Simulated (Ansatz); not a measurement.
## BaTiO₃, space group Pm-3m: a convergence test of the k-point mesh, step by step

Computed with Ansatz 0.2.0 through its Python package.

`batio3.cif`
```cif
data_BaTiO3
_cell_length_a 4.006000
_cell_length_b 4.006000
_cell_length_c 4.006000
_cell_angle_alpha 90.00000
_cell_angle_beta 90.00000
_cell_angle_gamma 90.00000
_symmetry_space_group_name_H-M 'P 1'
_symmetry_Int_Tables_number 1
loop_
_symmetry_equiv_pos_as_xyz
'x, y, z'
loop_
_atom_site_label
_atom_site_type_symbol
_atom_site_fract_x
_atom_site_fract_y
_atom_site_fract_z
Ba1 Ba    0.500000    0.500000    0.500000
Ti2 Ti    0.000000    0.000000    0.000000
O3 O    0.500000    0.000000    0.000000
O4 O    0.000000    0.500000    0.000000
O5 O    0.000000    0.000000    0.500000
```

The cells in order, each with its output:

In [1]:
```python
import ansatz as az
from ase.io import read
import matplotlib.pyplot as plt
```

In [2]:
```python
FILLING = "fixed"
MIXING_BETA = 0.3
XC = "PBEsol"
ECUT = 630
N_EMPTY = 4
```

In [3]:
```python
atoms = read("batio3.cif")
cell = az.Crystal.from_ase(atoms)

len(cell.resolved().sites)
```
Out [3]:
```text
5
```

In [4]:
```python
base = cell.calculation()
base = base.occupations(FILLING)
base = base.pseudopotentials("paw")
base = base.mixing("broyden", beta=MIXING_BETA).functional(XC)
base = base.basis(ECUT, density_ratio=8).scf(extra_bands=N_EMPTY, lower_state_search="standard")
base = base.forces().stress()
```

In [5]:
```python
rows = []
for value in [(2, 2, 2), (3, 3, 3), (4, 4, 4), (5, 5, 5), (6, 6, 6), (7, 7, 7)]:
    report = base.kpoints(mesh=value).run().report
    rows.append((value, report["free_energy_ev"] / len(report["lattice"]["sites"]), report["n_iterations"], sum(report["stress_gpa"][i][i] for i in range(3)) / 3, max(abs(f) for row in report["forces_ev_ang"] for f in row), report["n_kpoints"]))
```

In [6]:
```python
print("        mesh   F/atom (eV)    iterations       P (GPa)  max component (eV/A)      k-points")
for row in rows:
    print(f"{str(row[0]):>12s}  {row[1]:12.5f}  {row[2]:12d}  {row[3]:12.3f}  {row[4]:20.4f}  {row[5]:12d}")
```
```text
        mesh   F/atom (eV)    iterations       P (GPa)  max component (eV/A)      k-points
   (2, 2, 2)   -2005.33420             9        -2.122                0.0000             4
   (3, 3, 3)   -2005.47139             9        -4.324                0.0000             4
   (4, 4, 4)   -2005.48813             9        -4.559                0.0000            10
   (5, 5, 5)   -2005.49090             9        -4.594                0.0000            10
   (6, 6, 6)   -2005.49141             9        -4.599                0.0000            20
   (7, 7, 7)   -2005.49151             9        -4.600                0.0000            20
```

In [7]:
```python
# differences from the last row
for row in rows[:-1]:
    shift = 1000 * (row[1] - rows[-1][1])
    print(f"{row[0]}: {shift:+.2f} meV/atom" + ("  (within 5 meV)" if abs(shift) < 5 else ""))
plt.figure(figsize=(4.5, 3))
plt.plot([str(row[0]) for row in rows], [1000 * (row[1] - rows[-1][1]) for row in rows], "o-")
plt.xlabel("mesh")
plt.ylabel("F - F(last) (meV/atom)")
plt.tight_layout()
plt.savefig("kconv.png", dpi=100)
```
```text
(2, 2, 2): +157.32 meV/atom
(3, 3, 3): +20.12 meV/atom
(4, 4, 4): +3.38 meV/atom  (within 5 meV)
(5, 5, 5): +0.61 meV/atom  (within 5 meV)
(6, 6, 6): +0.10 meV/atom  (within 5 meV)
```

From 4×4×4 on it stays within 5 meV an atom of the value at 7×7×7; the first row (2×2×2) is off by 157.3 meV and the last but one by 0.10 meV. The pressure moves from -2.12 to -4.60 GPa. The last run costs about 2.1 times the first.

Caveats:
- No spin polarisation was allowed.
- Forces vanish by symmetry here and test nothing.
- This is a high-temperature or high-pressure form, not the ambient phase.
- Pressure is positive in compression.
- The structure is a deposited one; some such entries were measured under pressure or heat, so a shift against it needn't be the functional's error alone.
- Shifts are counted from the finest mesh, which is itself no proven limit.
- Finished in 23 s on 1 thread of Intel(R) Xeon(R) Platinum 8259CL CPU @ 2.50GHz (Skylake/Cascade Lake), with other jobs on the host, peak memory 0.66 GiB.
